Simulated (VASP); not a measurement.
# BaTiO₃: convergence, density of states

BaTiO₃, Pm-3m (no. 221), 5 atoms in the cell. RevPBE; PAW potentials Ba_sv, Ti_sv, O (PBE set). VASP 6.6.1.

Wanted: density of states by 0.5 eV bins within 8 %; centre of the states within 12 eV below the valence top within 0.03 eV.

What the run is for: density of states; Accuracy asked: standard; k mesh of the density: 6 × 6 × 6.

POSCAR:
```
BaTiO3
1.0
    4.0060000000      0.0000000000      0.0000000000
    0.0000000000      4.0060000000      0.0000000000
    0.0000000000      0.0000000000      4.0060000000
Ba Ti O
1 1 3
Direct
    0.5000000000      0.5000000000      0.5000000000
    0.0000000000      0.0000000000      0.0000000000
    0.0000000000      0.0000000000      0.5000000000
    0.0000000000      0.5000000000      0.0000000000
    0.5000000000      0.0000000000      0.0000000000
```

The series start from Plane-wave cutoff (eV): 460; k-point mesh: 9 × 9 × 9; Energy points (NEDOS): 2001; Occupations for the DOS: ISMEAR=-5; Electronic threshold (eV): 1e-6; Precision mode (PREC): Accurate. Each series keeps the choices made before it, and each single choice may use up half of a tolerance. Times cover all steps of a run.

## Plane-wave cutoff (eV)

| Plane-wave cutoff (eV) | Density of states by 0.5 eV bins, largest deviation against the largest value | Centre of the states within 12 eV below the valence top (eV) | Time (s) |
|---|---|---|---|
| 320 | 5.6 % | -4.032 | 21 |
| 400 | 3.3 % | -4.026 | 37 |
| 460 | 2.9 % | -4.037 | 36 |
| 520 | 2.2 % | -4.035 | 49 |
| 640 (reference) | 0 % | -4.033 | 57 |

Chosen: 400, the loosest value from which every tighter one stays within half of the tolerance.

## k-point mesh

| k-point mesh | Density of states by 0.5 eV bins, largest deviation against the largest value | Centre of the states within 12 eV below the valence top (eV) | Time (s) |
|---|---|---|---|
| 4 × 4 × 4 | 22 % | -4.073 | 26 |
| 5 × 5 × 5 | 30 % | -3.962 | 22 |
| 6 × 6 × 6 | 17 % | -4.076 | 33 |
| 8 × 8 × 8 | 6 % | -4.077 | 42 |
| 9 × 9 × 9 | 8 % | -4.026 | 37 |
| 11 × 11 × 11 | 5.3 % | -4.045 | 48 |
| 14 × 14 × 14 | 1.3 % | -4.073 | 75 |
| 16 × 16 × 16 (reference) | 0 % | -4.079 | 78 |

Chosen: 14 × 14 × 14.

## Energy points (NEDOS)

| Energy points (NEDOS) | Density of states by 0.5 eV bins, largest deviation against the largest value | Centre of the states within 12 eV below the valence top (eV) | Time (s) |
|---|---|---|---|
| 301 | 7 % | -4.267 | 66 |
| 501 | 4.4 % | -4.129 | 66 |
| 1001 | 3.1 % | -4.079 | 58 |
| 2001 | 0.22 % | -4.073 | 75 |
| 4001 (reference) | 0 % | -4.075 | 62 |

Chosen: 1001.

## Occupations for the DOS

| Occupations for the DOS | Density of states by 0.5 eV bins, largest deviation against the largest value | Centre of the states within 12 eV below the valence top (eV) | Time (s) |
|---|---|---|---|
| ISMEAR=-5 | 0 % | -4.079 | 58 |
| ISMEAR=-4 | 0 % | -4.079 | 59 |
| ISMEAR=0 SIGMA=0.05 | 5.1 % | -4.067 | 53 |
| ISMEAR=0 SIGMA=0.1 | 5.2 % | -4.070 | 46 |
| ISMEAR=-15 SIGMA=0.025 | 0 % | -4.079 | 50 |

Chosen: ISMEAR=-15 SIGMA=0.025; it saves 8.9 s of 58, so ISMEAR=-5 would do nearly as well.

## Electronic threshold (eV)

| Electronic threshold (eV) | Density of states by 0.5 eV bins, largest deviation against the largest value | Centre of the states within 12 eV below the valence top (eV) | Time (s) |
|---|---|---|---|
| 0.001 | 0.63 % | -4.080 | 40 |
| 0.0001 | 0.09 % | -4.081 | 44 |
| 1e-5 | 0.09 % | -4.081 | 42 |
| 1e-6 (reference) | 0 % | -4.079 | 50 |

Chosen: 0.001.

## Precision mode (PREC)

| Precision mode (PREC) | Density of states by 0.5 eV bins, largest deviation against the largest value | Centre of the states within 12 eV below the valence top (eV) | Time (s) |
|---|---|---|---|
| Normal | 0.06 % | -4.082 | 25 |
| Accurate (reference) | 0 % | -4.080 | 40 |

Chosen: Normal.

## All choices together

| Input | Density of states by 0.5 eV bins, largest deviation against the largest value | Centre of the states within 12 eV below the valence top (eV) | Time (s) |
|---|---|---|---|
| defaults for smearing, thresholds and mesh (naive) | 22 % | -4.033 | 28 |
| chosen settings | 2.8 % | -4.082 | 25 |
| reference settings throughout | 0 % | -4.071 | 138 |

The tolerance is met.

## The input

INCAR.step1:
```
SYSTEM = BaTiO3
  GGA = RE
  ISMEAR = 0
  SIGMA = 0.03
  LWAVE = .False.
  LCHARG = .True.
  NBANDS = 42
  PREC = Normal
  LASPH = .True.
  LREAL = .False.
  ALGO = Normal
  EDIFF = 0.001
  NELM = 120
  GGA_COMPAT = .False.
  ENCUT = 400
  EFERMI = MIDGAP
  LMAXMIX = 4
  KPAR = 2
```

INCAR.step2, as INCAR.step1 but for:
```
- ISMEAR = 0
- SIGMA = 0.03
- LCHARG = .True.
+ ISMEAR = -15
+ SIGMA = 0.025
+ LCHARG = .False.
+ NEDOS = 1001
+ LORBIT = 11
+ EMIN = -9.1973
+ EMAX = 12.8027
+ ICHARG = 11
```

KPOINTS.step1:
```
k-points
0
Gamma
  6 6 6
```

KPOINTS.step2:
```
Automatic mesh
0
Gamma
  14 14 14
  0 0 0
```

Commands (each step's output is kept before the next begins):
```
cat potpaw_PBE.64/Ba_sv/POTCAR potpaw_PBE.64/Ti_sv/POTCAR potpaw_PBE.64/O/POTCAR > POTCAR
cp INCAR.step1 INCAR
cp KPOINTS.step1 KPOINTS
mpirun -np 2 vasp_std > vasp.out
cp INCAR.step2 INCAR
cp KPOINTS.step2 KPOINTS
mpirun -np 2 vasp_std > vasp.out
```

The chosen input took VASP 6.6.1 25 s on 2 cores (Intel Xeon Platinum 8488C (Sapphire Rapids)), a shared host.

## An input that fails: broad smearing on a coarse energy grid

It runs to its end, but against the unchanged starting input it is off by 26 % in the density of states by 0.5 eV bins, 0.066 eV in the centre of the states within 12 eV below the valence top.

Changes against the starting input:
```
(step 2)
- ISMEAR = -5
- NELM = 120
- NEDOS = 2001
+ ISMEAR = 0
+ NELM = 53
+ NEDOS = 301
+ SIGMA = 0.5
```
